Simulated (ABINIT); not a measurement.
In:

```xyz
1
Lattice="-1.6255 1.6255 2.4737 1.6255 -1.6255 2.4737 1.6255 1.6255 -2.4737" Properties=species:S:1:pos:R:3 pbc="T T T"
In    0.0000    0.0000    0.0000
```

- Program: ABINIT 10.8.3 (patched build)
- Task: relaxation of cell and atoms
- Functional: PBEsol
- Potentials or basis: JTH PAW PBE v2.0
- Cutoff: 599 eV
- k mesh: 8 × 8 × 8
- Occupations: fermi-dirac, width 0.05 eV
- Spin: no spin polarisation

At the start: pressure -1.0 GPa; volume 26.14 Å³/atom.

Task: Where does the relaxation end?

Result: Over 13 steps the energy falls by 25.5 meV/atom and the volume is 25.59 Å³/atom (-2.1 %); space group I4/mmm (No. 139, to 0.05 Å).

The path:
```csv
step,energy change (eV),largest force (eV/Å),pressure (GPa),volume (Å³)
1,0.0000,0.0000,-1.01,26.14
2,-0.0022,0.0000,-0.92,26.06
3,0.0191,0.0000,5.71,23.24
4,-0.0214,0.0000,0.84,25.04
5,-0.0220,0.0000,0.92,25.01
6,-0.0199,0.0000,1.54,24.91
7,-0.0246,0.0000,0.71,25.18
8,-0.0251,0.0000,0.40,25.33
9,-0.0254,0.0000,0.05,25.52
10,-0.0254,0.0000,0.00,25.55
11,-0.0255,0.0000,-0.01,25.57
12,-0.0255,0.0000,0.00,25.58
13,-0.0255,0.0000,0.00,25.59
```

Final structure:
```
In
1.0
    -1.55515    1.55515    2.64527
     1.55515   -1.55515    2.64527
     1.55515    1.55515   -2.64527
In
1
Direct
  0.00000 0.00000 0.00000
```

Caveat: the PAW data sets were made with another functional, which shifts forces and pressure a little.
